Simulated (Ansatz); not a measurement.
**Fe (fcc)**

Method: PBE with spin–orbit coupling; two-component spinors; PAW, 420 eV, Γ-centred 20×20×20 mesh, 0.05 eV Gaussian smearing; code Ansatz. The datasets are Ansatz's generated set soft_2.

```
CELL_PARAMETERS angstrom
0.00000 1.82026 1.82026
1.82026 0.00000 1.82026
1.82026 1.82026 0.00000
ATOMIC_POSITIONS crystal
Fe 0.00000 0.00000 0.00000
```

At room temperature and ambient pressure Fe is bcc.

Magnetic state: ferromagnetic, site spin moments Fe 2.55 μB, along [001] (Cartesian), which lowers the symmetry.

Which orbitals carry the states at the Fermi level, and how many states are there?

Within 0.1 eV of it: Fe 3d 93 % (shares among the projected shells). The density of states at the Fermi level is about 1.1 states/eV per cell, averaged over 0.3 eV.

Density of states (tetrahedra, averaged over 0.3 eV; states/eV per cell of 1 atom; energy in eV from the Fermi level):

| E (eV) | DOS |
| --- | --- |
| -6.70 | 0.11 |
| -6.40 | 0.12 |
| -6.10 | 0.14 |
| -5.80 | 0.17 |
| -5.50 | 0.20 |
| -5.20 | 0.25 |
| -4.90 | 0.56 |
| -4.60 | 0.73 |
| -4.30 | 0.90 |
| -4.00 | 1.12 |
| -3.70 | 1.07 |
| -3.40 | 1.17 |
| -3.10 | 1.25 |
| -2.80 | 1.63 |
| -2.50 | 1.96 |
| -2.20 | 2.25 |
| -1.90 | 1.76 |
| -1.60 | 1.99 |
| -1.30 | 1.89 |
| -1.00 | 1.89 |
| -0.70 | 2.33 |
| -0.40 | 2.05 |
| -0.10 | 0.97 |
| 0.20 | 1.31 |
| 0.50 | 0.88 |
| 0.80 | 0.79 |
| 1.10 | 1.08 |
| 1.40 | 1.15 |
| 1.70 | 1.11 |
| 2.00 | 1.29 |
| 2.30 | 1.85 |
| 2.60 | 0.52 |
| 2.90 | 0.38 |
| 3.20 | 0.35 |
| 3.50 | 0.32 |
| 3.80 | 0.30 |
| 4.10 | 0.28 |

Site moments are of spin, integrated over Gaussian weights of 0.5 Å, which gives about a tenth less on f atoms than spheres do. Only parallel moments were tried, so the real magnetic order may be another.
